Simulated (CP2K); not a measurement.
C:

```
CELL_PARAMETERS angstrom
2.52207 0.00000 0.00000
1.26103 2.18417 0.00000
1.26103 0.72806 2.05926
ATOMIC_POSITIONS crystal
C 0.75000 0.75000 0.75000
C 0.50000 0.50000 0.50000
```

This isn't the form of C at room conditions, which is graphite.

Base run:

- Program: CP2K 2026.2
- Functional: PBE
- Potentials or basis: POTENTIAL_UZH C GTH-SCAN-q4; DZVP-MOLOPT-SR-GTH basis
- Density cutoff: 6123 eV
- k mesh: 13 × 13 × 13
- Occupations: fermi-dirac, width 0.05 eV
- Spin: no spin polarisation

Its results: band gap on the k mesh 4.42 eV, indirect (least direct gap 5.62 eV); pressure -0.3 GPa.

After a change of settings the same cell gave: band gap on the k mesh 4.29 eV, indirect (least direct gap 5.61 eV); pressure 3.0 GPa. Which change was it?
A. potentials or basis from POTENTIAL_UZH C GTH-SCAN-q4; DZVP-MOLOPT-SR-GTH basis to GTH_POTENTIALS C GTH-PADE-q4; DZVP-MOLOPT-SR-GTH basis; potentials from C GTH-SCAN-q4 of POTENTIAL_UZH to C GTH-PADE-q4 of GTH_POTENTIALS
B. potentials or basis from POTENTIAL_UZH C GTH-SCAN-q4; DZVP-MOLOPT-SR-GTH basis to GTH_POTENTIALS C GTH-PBE-q4; DZVP-MOLOPT-SR-GTH basis; potentials from C GTH-SCAN-q4 of POTENTIAL_UZH to C GTH-PBE-q4 of GTH_POTENTIALS
C. potentials or basis from POTENTIAL_UZH C GTH-SCAN-q4; DZVP-MOLOPT-SR-GTH basis to GTH_POTENTIALS C GTH-BLYP-q4; DZVP-MOLOPT-SR-GTH basis; potentials from C GTH-SCAN-q4 of POTENTIAL_UZH to C GTH-BLYP-q4 of GTH_POTENTIALS

B.

Caveats: the basis of atomic orbitals isn't converged, which shifts pressures, moduli and gaps; the potentials were made for another functional, which shifts forces and pressure (some runs).
